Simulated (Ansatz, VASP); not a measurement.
## Two plane-wave programs on MgS (Niningerite)

```
CELL_PARAMETERS angstrom
0.00000 2.57537 2.57537
2.57537 0.00000 2.57537
2.57537 2.57537 0.00000
ATOMIC_POSITIONS crystal
Mg 0.00000 0.00000 0.00000
S 0.50000 0.50000 0.50000
```

Alike in both runs: task single point; functional r2SCAN; k mesh 8 × 8 × 8; occupations gaussian, width 0.02 eV; no spin polarisation.

|  | VASP | Ansatz |
| --- | --- | --- |
| version | VASP 6.6.1 | Ansatz 0.2.0 |
| potentials or method | VASP PAW PBE potentials, release 64 (Mg, S) | scalar-relativistic, plane waves, PAW |
| plane-wave cutoff (eV) | 520 | 500 |
| valence electrons in the cell | 8 | 16 |

VASP gave:

```
gap on the k mesh at the Fermi level (eV) : 3.50
least direct gap on the mesh (eV)         : 4.88
pressure (GPa)                            : 2.1
```

What did Ansatz give for the same quantities?

gap on the k mesh at the Fermi level (eV): 3.53; least direct gap on the mesh (eV): 4.90; pressure (GPa): 2.6.

The two sets of potentials don't hold the same shells in valence.

Caveats: the PAW data sets were made with another functional, which shifts forces and pressure a little (VASP). r2SCAN opens gaps a little over a GGA but as a rule still falls short of measured ones. A k mesh can miss the band edges.
